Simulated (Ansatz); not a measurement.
# ZnCu2SnS4 (I-4) in Ansatz: notebook

The runs below take ZnCu2SnS4 through projected density of states, with PBEsol+U.

Everything below comes from runs of Ansatz 0.2.0. Logs are shortened: lines on timing, memory, paths and dates and some standing lists are left out, and cuts for length are marked.

**1. The crystal as given**

Symmetry: I-4, No. 82, tetragonal system. Conventional cell: a = 5.434 Å, b = 5.434 Å, c = 10.850 Å, α = 90.00°, β = 90.00°, γ = 90.00°. Around Sn (site symmetry -4) lie 4 S at 2.41 Å. Around Zn (site symmetry -4) lie 4 S at 2.33 Å. Cu (site symmetry -4) has 4 S at 2.33 Å as nearest neighbours. Around Cu (site symmetry -4) lie 4 S at 2.33 Å. Around S (site symmetry 1) lie 1 Zn at 2.33 Å and 2 Cu at 2.33 Å and 1 Sn at 2.41 Å.

**2. Projected density of states, PBEsol+U**

input.yaml reads:

```yaml
crystal:
  lattice:
    - [-2.7171, 2.7171, 5.4248]
    - [2.7171, -2.7171, 5.4248]
    - [2.7171, 2.7171, -5.4248]
  atoms:
    - { symbol: Sn, position: [0.5, 0.5, 0.0] }
    - { symbol: Zn, position: [0.25, 0.75, 0.5] }
    - { symbol: Cu, position: [0.75, 0.25, 0.5] }
    - { symbol: Cu, position: [0.0, 0.0, 0.0] }
    - { symbol: S, position: [0.62799, 0.62839, 0.5128] }
    - { symbol: S, position: [0.88481, 0.37201, 0.0004] }
    - { symbol: S, position: [0.11559, 0.11519, 0.4872] }
    - { symbol: S, position: [0.37161, 0.88441, 0.9996] }
hamiltonian:
  xc: pbesol
  pseudopotentials: { kind: paw }
  hubbard: { sites: [{ species: Cu, l: d, u_eff: 5.0 }] }
kpoints:
  mp_grid: { grid: [7, 7, 7] }
scf:
  occupations: { method: fermi_dirac, width: 0.05 }
  n_extra_bands: 20
output:
  forces: true
  stress: true
  eigenvalues: true
  dos: { projected: true, de: 0.05, nscf_kmesh: { grid: [11, 11, 11] } }
```

Potentials or basis: Ansatz PAW.

Command:

```sh
> ansatz run input.yaml --threads 4 --pin off --max-ram 11264MiB --backend cpu --events-out ev --progress --plain --runs-dir out
```

The log of the run:

```text
Warning: RAYON_NUM_THREADS=4 ignored (pool sized by the plan → 4); use --threads N
Sn: projections on atomic orbitals take those of the free atom [Kr] 4d10 5s2 5p2, of charge +0.00 (hamiltonian.pseudopotentials.projection_atoms); the dataset's partial waves leave at most 5.0e-6 of an orbital's norm unspanned inside its sphere
Zn: projections on atomic orbitals take those of the free atom [Ar] 3d10 4s2, of charge +0.00 (hamiltonian.pseudopotentials.projection_atoms); the dataset's partial waves leave at most 6.8e-7 of an orbital's norm unspanned inside its sphere
Cu: projections on atomic orbitals take those of the free atom [Ne] 3s2 3p6 3d10 4s1, of charge +0.00 (hamiltonian.pseudopotentials.projection_atoms); the dataset's partial waves leave at most 2.0e-6 of an orbital's norm unspanned inside its sphere
S: projections on atomic orbitals take those of the free atom [Ne] 3s2 3p4, of charge +0.00 (hamiltonian.pseudopotentials.projection_atoms); the dataset's partial waves leave at most 1.6e-7 of an orbital's norm unspanned inside its sphere
scf.n_extra_bands = 20 over 44 filled bands (N_el = 88.0): the run solves 64 bands
Engine: ansatz 0.2.0, aarch64-unknown-linux-gnu
Pseudopotentials: kind: paw
Pseudopotential: Sn, paw, valence charge 14, recommended cutoff 420 eV (normal), Sn.paw.azcp
Pseudopotential: Zn, paw, valence charge 12, recommended cutoff 420 eV (normal), Zn.paw.azcp
Pseudopotential: Cu, paw, valence charge 19, recommended cutoff 420 eV (normal), Cu.paw.azcp
Pseudopotential: S, paw, valence charge 6, recommended cutoff 420 eV (normal), S.paw.azcp
Functional definition: PBEsol
  exchange = pbesol_x
  correlation = pbesol_c
Crystal: 8 atoms, lattice volume = 160.197 Å³
Basis set: ecut = 420 eV, 3083 PW (Γ), exchange–correlation on 90×90×90 points (8 copies of the dense FFT grid, shifted against one another)
Bands: 64, of which v1, the nominal top of the filled ones, is band 44 counted from 1 (43 counted from 0)
Symmetry: 4 space group operations
Space group: I-4 (ITA 82), of the structure as read, at distance tolerance 5.4e-5 Å
k-points: 52 of 343 (time reversal used)
Non-local potential: Sn, projectors of the file, l = 0: 2, l = 1: 2, l = 2: 2, l = 3: 2
Non-local potential: Zn, projectors of the file, l = 0: 2, l = 1: 2, l = 2: 3, l = 3: 1
Non-local potential: Cu, projectors of the file, l = 0: 3, l = 1: 2, l = 2: 3, l = 3: 1
Non-local potential: S, projectors of the file, l = 0: 2, l = 1: 2, l = 2: 2
PAW form: soft (Blöchl's): semilocal exchange-correlation on the pseudo side does not see the compensation charge
[... 35 lines left out ...]
  E_band       = -1135.424308
  E_kinetic    = 1348.246406
  E_local      = -14980.045787  (includes V_loc(G=0)·N_el)
  E_nonlocal   = 1510.244140
  E_hartree    = 6738.166096
  E_xc         = -1072.906913
  E_vxc        = -724.162691  (∫ρ·V_xc dr)
  E_hubbard    = 0.620548  (on-site DFT+U / exact-exchange correction)
  E_vhub       = -48.129887  (the Hubbard potential's part of the band-sum identity)
  E_paw        = -11472.377117  (= ΣΔE_a)
  E_vpaw       = -1717.914008  (= ΣTr[D̂ρ^β])
  E_aug_tail   = 0.000158  (compensation charges beyond the density's cutoff)
  E_ewald      = -8024.456617
  E_core_change = 1.742396  (= ΣΔE_core)
  E_smearing   = -0.000004  (= −TS)
  E_closure    = 0.000000  (closes the sum)
  Σ components = -25950.766693   (vs F -25950.766693, Δ=0.00e0)
--- Forces (eV/Å), atoms counted from 1 ---
  atom   1  Sn    -0.00000000    -0.00000000     0.00000000
  atom   2  Zn    -0.00000000    -0.00000000     0.00000000
  atom   3  Cu    -0.00000000    -0.00000000     0.00000000
  atom   4  Cu    -0.00000000    -0.00000000     0.00000000
  atom   5  S      0.09865469     0.28057841    -0.15509770
  atom   6  S     -0.28057841     0.09865469     0.15509770
  atom   7  S     -0.09865469    -0.28057841    -0.15509770
  atom   8  S      0.28057841    -0.09865469     0.15509770
  max |Σ_I F_I| component: 5.55e-17 eV/Å
--- Stress (GPa, compression-positive) ---
       -1.017135      -0.000000      -0.000000
        0.000000      -1.017135      -0.000000
       -0.000000      -0.000000      -1.101327
  P = ⅓ Tr σ = -1.0452 GPa (-10.452 kbar)
--- Band table (eV; the first three rows and the last of 52) ---
  k-point 0: bands = ["-102.6537", "-102.6279", "-60.2561", "-60.2039", "-60.2039", "-60.2012", "-60.2012", "-60.1845", "-14.4255", "-14.4219", "-14.4219", "-14.3314", "-14.3246", "-6.6562", "-5.1301", "-5.1237", "-5.1237", "-0.3038", "0.6842", "0.7545", "0.7545", "0.7608", "0.8704", "2.1557", "2.6318", "2.8905", "2.9548", "3.2062", "3.2062", "3.3799", "3.3799", "3.5728", "3.9332", "3.9332", "4.1188", "4.1752", "4.3521", "4.8640", "5.1666", "5.1666", "5.2201", "7.2634", "7.2634", "7.3244", "8.1101", "9.8223", "10.7337", "11.6170", "11.6170", "12.7461", "12.7932", "13.0468", "13.0468", "13.4798", "14.7196", "14.7232", "14.7232", "14.9130", "17.4786", "18.3486", "18.4386", "18.5492", "18.5492", "18.5767"]
  k-point 1: bands = ["-102.6537", "-102.6280", "-60.2561", "-60.2039", "-60.2039", "-60.2012", "-60.2012", "-60.1845", "-14.4256", "-14.4220", "-14.4219", "-14.3312", "-14.3245", "-6.5533", "-5.2164", "-5.1794", "-5.1306", "-0.2427", "0.6921", "0.7371", "0.7463", "0.7825", "0.8750", "2.0276", "2.5586", "2.6603", "2.9596", "3.1435", "3.2567", "3.3605", "3.4433", "3.6965", "3.8984", "4.0151", "4.1816", "4.3471", "4.5792", "4.7441", "4.9883", "5.2916", "5.6097", "6.3785", "7.0334", "7.2100", "8.8053", "10.2797", "11.0817", "11.5059", "11.6341", "12.4969", "12.8735", "13.0994", "13.3049", "13.4636", "14.3130", "14.4596", "15.8356", "15.8581", "16.7727", "17.0538", "17.4892", "17.6309", "17.8978", "18.1498"]
  k-point 2: bands = ["-102.6537", "-102.6280", "-60.2561", "-60.2039", "-60.2039", "-60.2012", "-60.2012", "-60.1845", "-14.4260", "-14.4224", "-14.4220", "-14.3307", "-14.3242", "-6.2853", "-5.3999", "-5.2982", "-5.1699", "-0.2113", "0.6855", "0.7420", "0.7579", "0.8181", "0.8698", "1.7120", "2.4078", "2.5237", "2.7645", "3.1550", "3.2507", "3.3776", "3.5264", "3.7812", "3.8332", "4.1346", "4.2506", "4.5325", "4.7749", "4.9427", "5.3878", "5.5827", "5.7413", "6.0122", "6.4951", "7.0521", "9.1778", "10.8744", "11.0436", "11.4244", "11.8830", "12.5725", "12.9822", "13.2646", "13.4754", "13.7337", "14.6013", "14.8414", "15.2552", "15.6343", "15.8529", "16.1809", "16.7313", "17.0653", "17.6008", "18.1696"]
  k-point 51: bands = ["-102.6537", "-102.6280", "-60.2561", "-60.2039", "-60.2039", "-60.2012", "-60.2012", "-60.1845", "-14.4256", "-14.4218", "-14.4217", "-14.3314", "-14.3245", "-6.1657", "-5.7449", "-5.2102", "-5.1309", "-0.3304", "0.6638", "0.7184", "0.7196", "0.8277", "1.1127", "1.7983", "2.7829", "2.8660", "3.1233", "3.2625", "3.3203", "3.3543", "3.5226", "3.8199", "4.0746", "4.2007", "4.2910", "4.3844", "4.5193", "4.6535", "5.4229", "5.6136", "5.8607", "6.1144", "6.2142", "6.3729", "9.3232", "9.9170", "10.1040", "10.5855", "11.2465", "11.5451", "12.2113", "12.3003", "13.9505", "14.4402", "14.5375", "15.4837", "16.0636", "16.2042", "17.0155", "17.1132", "17.3238", "18.1158", "18.2566", "18.8679"]
Occupation matrices written to <dir>
```

dos.tsv:

```text
# E-E_F[eV]	g_bin_mean(E)[states/eV]	N(E)
# format = ansatz-dos/2
# fermi_ev = 7.772665
# fermi_mp_grid = 11 11 11
# fermi_mp_shift = 0 0 0
# nscf_kmesh_grid = 11 11 11
# nscf_kmesh_shift = 0 0 0
# g_bin_mean(E): the states in a bin one row spacing wide, centred on E, divided by that spacing. States that the method places at a single energy (under output.dos.method: tetrahedron, those of a tetrahedron whose four corners have one energy) are counted whole in the row whose bin holds that energy (on the edge of two bins, in the lower row). The sum of g_bin_mean over a run of rows, times the row spacing, is the number of states from half a spacing under the first of them to half a spacing over the last (a plain sum, not the trapezoid rule).
-110.926423	0.000000e0	0.000000e0
-110.876423	0.000000e0	0.000000e0
-110.826423	0.000000e0	0.000000e0
-110.776423	0.000000e0	0.000000e0
-110.726423	0.000000e0	0.000000e0
-110.676423	0.000000e0	0.000000e0
[... 2448 lines left out ...]
11.773577	0.000000e0	1.280000e2
11.823577	0.000000e0	1.280000e2
```

Wall time 66 s (4 threads of Arm Neoverse V2, shared host); peak memory 1.8 GiB.

Results:

```yaml
Free_energy: -25950.7667 eV
Pressure: -1.0 GPa
Largest_force: 0.335 eV/Å
Band_gap_on_the_k_mesh: 0.79 eV, direct
```

Forces in eV/Å, atoms in the order of the input:
```
Sn   0.000  0.000  0.000
Zn   0.000  0.000  0.000
Cu   0.000  0.000  0.000
Cu   0.000  0.000  0.000
S    0.099  0.281 -0.155
S   -0.281  0.099  0.155
S   -0.099 -0.281 -0.155
S    0.281 -0.099  0.155
```

States per cell in windows of 1 eV (zero at the valence-band top; states under -8 eV left out):
```csv
from (eV),total,S 3p,Cu 3d,Zn 3d,Sn 5p,Cu 4s,S 3s
-8.0,2.00,0.74,0.06,0.30,0.00,0.01,0.18
-7.0,10.00,0.72,0.08,8.88,0.06,0.05,0.09
-6.0,2.76,1.62,0.31,0.06,0.22,0.12,0.04
-5.0,8.83,4.12,3.51,0.19,0.47,0.36,0.06
-4.0,12.35,3.62,7.84,0.23,0.25,0.15,0.09
-3.0,7.56,2.38,4.37,0.12,0.23,0.09,0.16
-2.0,6.59,3.54,2.38,0.07,0.13,0.04,0.17
-1.0,3.90,2.55,1.06,0.05,0.05,0.01,0.04
0.0,0.00,0.00,0.00,0.00,0.00,0.00,0.00
1.0,1.42,0.70,0.03,0.00,0.02,0.05,0.09
2.0,0.98,0.36,0.02,0.00,0.19,0.01,0.05
3.0,4.46,0.74,0.05,0.00,1.68,0.22,0.38
4.0,3.59,0.72,0.03,0.00,0.88,0.34,0.15
5.0,4.87,0.65,0.02,0.00,0.28,0.90,0.07
6.0,5.67,0.42,0.02,0.00,0.23,0.38,0.04
7.0,5.06,0.22,0.01,0.00,0.13,0.24,0.03
```

Eigenvalues of the final occupation matrices:
| site | spin | trace | eigenvalues |
| --- | --- | --- | --- |
| site 1 | 1 | 4.94 | 0.98 0.99 0.99 0.99 0.99 |
| site 2 | 1 | 4.94 | 0.98 0.98 0.99 0.99 0.99 |

Caveat: odd divisions of the mesh miss points on the zone boundary, where band edges often lie, so the gap on the mesh can be too wide; spin-orbit coupling is left out, which moves the levels of the heavy elements; the PAW data sets come from PBE, with cores solved anew for the run's functional, which leaves a small shift of forces and pressure; the density of states is complete only up to the lowest level of the last band computed.

(Continued in part 2 of 2.)
